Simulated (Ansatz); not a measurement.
Ansatz input

```yaml
crystal:
  lattice:
    - [0.0, 2.0528582145, 2.0528582145]
    - [2.0528582145, 0.0, 2.0528582145]
    - [2.0528582145, 2.0528582145, 0.0]
  atoms:
    - { symbol: B, position: [0.125, 0.125, 0.125] }
    - { symbol: B, position: [0.875, 0.875, 0.875] }
hamiltonian:
  xc: pbe
  pseudopotentials:
    kind: paw
    azcp:
      B: "pseudopotentials/B.paw.azcp"
basis:
  ecutwfc: 420
  fft_grid_basis: typed
kpoints:
  mp_grid: { grid: [22, 22, 22], shift: [0, 0, 0] }
magnetization:
  spin_polarized: false
scf:
  occupations: { method: fermi_dirac, width: 0.1 }
output:
  stress: true
```

Output

```
Engine: ansatz 0.2.0, x86_64-unknown-linux-gnu
Pseudopotentials: kind: paw
Pseudopotential: B, paw, valence charge 3, recommended cutoff 420 eV (normal) 
Functional definition: PBE
  parameter kappa = 0.804
  parameter beta = 0.06672455060314922
  exchange = pbe_x(kappa = kappa, mu = beta*pi^2/3)
  correlation = pbe_c(beta = beta)
Crystal: 2 atoms, lattice volume = 17.302 Å³
Basis set: ecut = 420 eV, 331 PW (Γ)
Bands: 7, of which v1, the nominal top of the filled ones, is band 3 counted from 1 (2 counted from 0)
Symmetry: 48 space group operations
Space group: Fd-3m (ITA 227), of the structure as read, at distance tolerance 2.6e-5 Å
k-points: 328 of 10648
Non-local potential: B, projectors of the file, l = 0: 2, l = 1: 2, l = 2: 1
PAW form: soft (Blöchl's): semilocal exchange-correlation on the pseudo side does not see the compensation charge
PAW one-centre angular grid: B, 110 points (default); XC on 64 Gauss nodes
Initial density: superposition of atomic densities (neutral atoms: chi_scale 0, normalization atom), corrected by the library's trained network
Initial wavefunctions: pseudopotential atomic-orbital guess
Functional: x = pbe(κ = 0.804, μ = 0.2195149727645171), c = pbe(β = 0.06672455060314922)
SCF iter   1: F=—  HF=-309.934672 eV  |F-HF|=—  |Δ(HF+E_count)|=         —  Δρ=1.47e-3  dr2=1.47e-4  ethr=1.77e-3  ⟨swp⟩=4.6  Hψ=15582  notcnv=0
SCF iter   2: F=—  HF=-309.934546 eV  |F-HF|=—  |Δ(HF+E_count)|=   1.27e-4  Δρ=7.51e-4  dr2=3.77e-5  ethr=2.46e-6  ⟨swp⟩=2.6  Hψ=5858  notcnv=0
SCF iter   3: F=—  HF=-309.934594 eV  |F-HF|=—  |Δ(HF+E_count)|=   4.81e-5  Δρ=7.98e-5  dr2=1.00e-6  ethr=6.29e-7  ⟨swp⟩=2.3  Hψ=3185  notcnv=0
iter 4 did not close the SCF: its close was put off for the readings that it lacked (scf_convergence_deferred on its scf_iter line)
SCF iter   4: F=-309.934594 eV  HF=-309.934594 eV  |F-HF|=2.21e-8  |Δ(HF+E_count)|=   2.25e-7  Δρ=2.07e-5  dr2=4.43e-8  ethr=1.67e-8  ⟨swp⟩=1.5  Hψ=2618  notcnv=0
iter 5 did not close the SCF: its close was put off for the readings that it lacked (scf_convergence_deferred on its scf_iter line)
SCF iter   5: F=-309.934594 eV  HF=-309.934594 eV  |F-HF|=1.40e-10  |Δ(HF+E_count)|=   2.81e-8  Δρ=3.15e-6  dr2=1.15e-9  ethr=7.38e-10  ⟨swp⟩=2.3  Hψ=3259  notcnv=0
SCF iter   6: F=-309.934594 eV  HF=-309.934594 eV  |F-HF|=1.93e-12  |Δ(HF+E_count)|=  2.17e-10  Δρ=1.96e-7  dr2=5.17e-12  ethr=1.91e-11  ⟨swp⟩=1.0  Hψ=6535  notcnv=0
SCF 1 converged in 6 iterations: F = -309.934594 eV  dr2 = 5.17e-12
SCF converged after 6 iterations
Free energy (F): -309.934594 eV
Harris-Foulkes:  -309.934594 eV  (|F-HF|=1.93e-12)
Internal energy: -309.905154 eV  (E = F + TS)
E sigma→0 (E₀):  -309.919874 eV
Entropy (-TS):   -0.029440 eV (-14.720 meV/atom)
Fermi energy:    6.110095 eV
--- Per-component energies (eV) ---
  E_band       = 9.144157
  E_kinetic    = 89.628770
  E_local      = -44.606280  (includes V_loc(G=0)·N_el)
  E_nonlocal   = 25.558298
  E_hartree    = 8.379794
  E_xc         = -61.713226
  E_vxc        = -72.916050  (∫ρ·V_xc dr)
  E_paw        = -157.118396  (= ΣΔE_a)
  E_vpaw       = -5.280177  (= ΣTr[D̂ρ^β])
  E_aug_tail   = -0.000004  (compensation charges beyond the density's cutoff)
  E_ewald      = -170.034110
  E_smearing   = -0.029440  (= −TS)
  E_closure    = 0.000000  (closes the sum)
  Σ components = -309.934594   (vs F -309.934594, Δ=0.00e0)
--- Stress (GPa, compression-positive) ---
       -6.497420       0.000000       0.000000
       -0.000000      -6.497420       0.000000
       -0.000000       0.000000      -6.497420
  P = ⅓ Tr σ = -6.4974 GPa (-64.974 kbar)
```
